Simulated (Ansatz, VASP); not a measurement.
# Pd: VASP beside Ansatz

The input INCAR:

```
ALGO = Normal
EDIFF = 1E-7
ENCUT = 520
GGA = PE
ISIF = 2
ISMEAR = 0
LASPH = True
LCHARG = False
LREAL = False
LWAVE = False
NBANDS = 11
NELM = 100
PREC = Accurate
SIGMA = 0.15
```

Contents of KPOINTS:

```
k-points
0
Gamma
  20 20 20
```

POSCAR

```
Pd
1.0
    0.0000000000      1.9449000000      1.8476550000
    1.9449000000      0.0000000000      1.8476550000
    1.9449000000      1.9449000000      0.0000000000
Pd
1
Direct
    0.0000000000      0.0000000000      0.0000000000
```

Input for Ansatz:

```yaml
crystal:
  lattice:
    - [0.0, 1.9449, 1.847655]
    - [1.9449, 0.0, 1.847655]
    - [1.9449, 1.9449, 0.0]
  atoms:
    - { symbol: Pd, position: [0.0, 0.0, 0.0] }
basis:
  ecutwfc: 420
kpoints:
  mp_grid: { grid: [20, 20, 20] }
hamiltonian:
  xc: pbe
scf:
  occupations: { method: gaussian, width: 0.15 }
output:
  forces: true
  stress: true
  eigenvalues: true
```

Change from the starting cell: strain +0.000 along x and y, -0.050 along z, atoms carried along.

Alike in both runs: task single point; functional PBE; k mesh 20 × 20 × 20; occupations gaussian, width 0.15 eV; no spin polarisation.

|  | VASP | Ansatz |
| --- | --- | --- |
| version | VASP 6.6.1 | Ansatz 0.2.0 |
| potentials or method | VASP PAW PBE potentials, release 64 (Pd) | scalar-relativistic, plane waves, PAW |
| plane-wave cutoff (eV) | 520 | 420 |
| valence electrons in the cell | 10 | 18 |

|  | VASP | Ansatz | Ansatz less VASP |
| --- | --- | --- | --- |
| gap on the k mesh at the Fermi level (eV) | none | none | - |
| pressure (GPa) | 19.6 | 20.1 | +0.45 |
| largest component of the traceless stress (GPa) | 1.79 | 1.82 | +0.029 |

A gap of «none» marks a metal or a gap that the smearing closes. The functional is the same, so the differences come from potentials, cutoffs and numerics. The two sets of potentials don't hold the same shells in valence.

Caveats: so large a pressure means that the cell lies far from this level's equilibrium, or that cutoff or potentials fall short (VASP).
